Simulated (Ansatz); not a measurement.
# ZnSe (F-43m): convergence test of the k-point mesh from a Python script

How fine a k-point mesh does ZnSe (F-43m) need? The task is a convergence test of the k-point mesh, for ZnSe (F-43m).

Computed with the Python package of Ansatz 0.2.0. Level of theory: DFT r2SCAN+U+D3(BJ) with three-body term, plane waves, PAW.

## (1) The structure

Symmetry: F-43m, No. 216, cubic system. The conventional cell has a = 5.668 Å, b = 5.668 Å, c = 5.668 Å, α = 90.00°, β = 90.00°, γ = 90.00°. Around Zn (site symmetry -43m) lie 4 Se at 2.45 Å. Se (site symmetry -43m) is surrounded by 4 Zn at 2.45 Å.

The script holds or builds the structure itself.

## (2) Script

The input, run_kconv.py:

```python
'''k-point test for ZnSe.'''

import ansatz as az

VDW = 'd3bjatm'
OCCUPATIONS = 'fixed'
BETA = 0.4
TOLERANCE = 1e-05

lattice = az.Lattice.of(
    [0.0, 2.8338, 2.8338],
    [2.8338, 0.0, 2.8338],
    [2.8338, 2.8338, 0.0],
)
sites = [
    ('Zn', [0.0, 0.0, 0.0]),
    ('Se', [0.25, 0.25, 0.25]),
]
cell = az.Crystal(lattice=lattice)
for symbol, position in sites:
    cell = cell.atom(symbol, position)

setup = (
    cell.calculation()
    .functional(az.Functional.R2SCAN, dispersion=VDW)
    .occupations(OCCUPATIONS)
    .hubbard('Zn', 'd', u_eff=3.5)
    .mixing('broyden', ndim=6, beta=BETA)
    .scf(tolerance=TOLERANCE)
    .forces()
    .stress()
)

rows = []
for value in [(2, 2, 2), (3, 3, 3), (4, 4, 4), (6, 6, 6), (7, 7, 7), (9, 9, 9)]:
    summary = setup.kpoints(*value).run(threads=1, backend='cpu').report
    rows.append((value, summary['free_energy_ev'] / len(summary['lattice']['sites']), summary['n_iterations'], sum(summary['stress_gpa'][i][i] for i in range(3)) / 3, max(abs(f) for row in summary['forces_ev_ang'] for f in row), summary['n_kpoints']))

print('        mesh   F/atom (eV)    iterations       P (GPa)  max component (eV/A)      k-points')
for row in rows:
    print(f'{str(row[0]):>12s}  {row[1]:12.5f}  {row[2]:12d}  {row[3]:12.3f}  {row[4]:20.4f}  {row[5]:12d}')

# the last row is the reference
for row in rows[:-1]:
    shift = 1000 * (row[1] - rows[-1][1])
    print(f'{row[0]}: {shift:+.2f} meV/atom' + ('  (within 5 meV)' if abs(shift) < 5 else ''))
```

## (3) What the engine is handed

The engine receives this input (first run):

```yaml
crystal:
  lattice:
    - [0.0, 2.8338, 2.8338]
    - [2.8338, 0.0, 2.8338]
    - [2.8338, 2.8338, 0.0]
  atoms:
    - { symbol: Zn, position: [0.0, 0.0, 0.0] }
    - { symbol: Se, position: [0.25, 0.25, 0.25] }
kpoints:
  mp_grid:
    grid: [2, 2, 2]
hamiltonian:
  xc: r2scan
  dispersion: d3bjatm
  hubbard:
    - { species: Zn, l: d, u_eff: 3.5 }
scf:
  convergence:
    dr2_threshold: 1.0e-05
  mixing:
    algorithm: broyden
    beta: 0.4
    ndim: 6
  occupations:
    method: fixed
output:
  forces: true
  stress: true
```

## (4) Launch

Launch:

```bash
$ python run_kconv.py
```

Standard output:

```text
DeckWarning: basis.ecutwfc = 500 eV, auto-derived from the records' recommended cutoffs: set by Zn (their level for a meta-GGA)
DeckWarning: scf.convergence.dr2_threshold = 1e-5 eV is looser than this run's default, which is 1e-7 eV or tighter. The error in the forces grows as the threshold's square root, so leave the key out unless less accurate forces are enough
DeckWarning: output.stress: scf.convergence.dr2_threshold = 1e-5 eV is looser than the 2e-10 eV advised for a printed stress (1e-10 eV for each atom of the cell: 2). What an SCF threshold leaves in a stress goes as its square root, and in the free energy as the threshold itself, and one threshold admits the most on a [...]
        mesh   F/atom (eV)    iterations       P (GPa)  max component (eV/A)      k-points
   (2, 2, 2)   -4402.16733             9         5.227                0.0000             3
   (3, 3, 3)   -4402.74229             8         0.678                0.0000             4
   (4, 4, 4)   -4402.84033             9        -0.279                0.0000             8
   (6, 6, 6)   -4402.86659             9        -0.574                0.0000            16
   (7, 7, 7)   -4402.86805             9        -0.590                0.0000            20
   (9, 9, 9)   -4402.86864             9        -0.595                0.0000            35
(2, 2, 2): +701.31 meV/atom
(3, 3, 3): +126.35 meV/atom
(4, 4, 4): +28.31 meV/atom
(6, 6, 6): +2.05 meV/atom  (within 5 meV)
(7, 7, 7): +0.59 meV/atom  (within 5 meV)
```

(Warnings from the package without file and line, shortened.)

It took 27 s on 1 thread of Arm Neoverse V1, shared host; peak memory 0.55 GiB.

## (5) Inputs of later runs

The engine's inputs for some of the other runs:

Run 2, against run 1:

```diff
@@ -11 +11 @@
-    grid: [2, 2, 2]
+    grid: [3, 3, 3]
```

Run 4, against run 1:

```diff
@@ -11 +11 @@
-    grid: [2, 2, 2]
+    grid: [6, 6, 6]
```

Run 5, against run 1:

```diff
@@ -11 +11 @@
-    grid: [2, 2, 2]
+    grid: [7, 7, 7]
```

Lines on the test bed's own set-up are left out of the output.

## (6) What each run gave

From the records of these 6 runs:

```csv
run,k mesh,energy from run 6 (meV/atom),pressure (GPa),gap on the mesh (eV),SCF cycles,CPU time (s)
1,"[2, 2, 2]",701.31,5.23,1.83,9,2.5
2,"[3, 3, 3]",126.35,0.68,1.93,8,1.9
3,"[4, 4, 4]",28.31,-0.28,1.96,9,2.7
4,"[6, 6, 6]",2.05,-0.57,1.97,9,4.2
5,"[7, 7, 7]",0.59,-0.59,1.97,9,5.3
6,"[9, 9, 9]",0.00,-0.60,1.97,9,8
```

## (7) Results

```
                              quantity           value
                         runs compared               6
       last run but one, from the last  +0.59 meV/atom
within 5 meV/atom of the last run from       [6, 6, 6]
```

**Reading.** From 6×6×6 on it stays within 5 meV an atom of the value at 9×9×9; the first row (2×2×2) is off by 701.3 meV and the last but one by 0.59 meV. The pressure moves from 5.23 to -0.60 GPa. The last run costs about 3.2 times the first. U, its shell and the double counting are chosen to explore, and aren't derived for this compound. Forces vanish by symmetry here and test nothing. Pressure is positive in compression. Shifts are counted from the finest mesh, which is itself no proven limit.
